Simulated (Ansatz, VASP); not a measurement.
# TaN: VASP beside Ansatz

INCAR

```
PREC = Accurate
ENCUT = 520
EDIFF = 1E-6
ISMEAR = -1
SIGMA = 0.01
LREAL = F
LASPH = T
NELM = 60
ALGO = Normal
ISIF = 2
LWAVE = F
LCHARG = T
GGA = PS
LELF = T
LVHAR = T
NBANDS = 24
```

Contents of KPOINTS:

```
Automatic mesh
0
Gamma
  11 11 6
```

POSCAR

```
TaN
1.0
    3.0480019786      0.0000000000      0.0000000000
   -1.5240009893      2.6396471442      0.0000000000
    0.0000000000      0.0000000000      4.8688200000
Ta N
2 2
Direct
    0.0000000000      0.0000000000      0.0000000000
    0.0000000000      0.0000000000      0.5000000000
    0.3333333333      0.6666666667      0.2500000000
    0.6666666667      0.3333333333      0.7500000000
```

Input for Ansatz:

```yaml
crystal:
  lattice:
    - [3.0480019786, 0.0, 0.0]
    - [-1.5240009893, 2.6396471442, 0.0]
    - [0.0, 0.0, 4.86882]
  atoms:
    - { symbol: Ta, position: [0.0, 0.0, 0.0] }
    - { symbol: Ta, position: [0.0, 0.0, 0.5] }
    - { symbol: "N", position: [0.3333333333, 0.6666666667, 0.25] }
    - { symbol: "N", position: [0.6666666667, 0.3333333333, 0.75] }
kpoints:
  mp_grid: { grid: [11, 11, 6] }
  band_path:
    path:
      - [0.0, 0.0, 0.0]
      - [0.5, 0.0, 0.0]
      - [0.3333333333, 0.3333333333, 0.0]
      - [0.0, 0.0, 0.0]
      - [0.0, 0.0, 0.5]
      - [0.5, 0.0, 0.5]
      - [0.3333333333, 0.3333333333, 0.5]
      - [0.0, 0.0, 0.5]
      - [0.5, 0.0, 0.5]
    npoints: 5
scf:
  occupations: { method: fermi_dirac, width: 0.01 }
hamiltonian:
  xc: pbesol
  pseudopotentials: { kind: all_electron, lapw: { basis_error: 0.001 } }
output:
  forces: true
  stress: true
  eigenvalues: true
```

Change from the starting cell: zz strain of -1 %.

Alike in both runs: task single point; functional PBEsol; k mesh 11 × 11 × 6; occupations fermi-dirac, width 0.01 eV; no spin polarisation.

|  | VASP | Ansatz |
| --- | --- | --- |
| version | VASP 6.6.1 | Ansatz 0.2.0 |
| potentials or method | VASP PAW PBE potentials, release 64 (Ta_pv, N) | all-electron LAPW, scalar-relativistic |
| plane-wave cutoff (eV) | 520 | see its input |

Ansatz gave:

| Quantity | Value |
| --- | --- |
| pressure (GPa) | 54.2 |
| largest component of the traceless stress (GPa) | 58.65 |

Problem. Estimate VASP's values.

Solution. Pressure (GPa): 56.6; largest component of the traceless stress (GPa): 59.59.

Ansatz ran all-electron here, so the differences hold the error of VASP's frozen core and of both bases.

Caveats: so large a pressure means that the cell lies far from this level's equilibrium, or that cutoff or potentials fall short (VASP); the potentials were made for another functional, which shifts forces and pressure (VASP). The runs have no spin-orbit coupling, so splittings on Ta are missing.
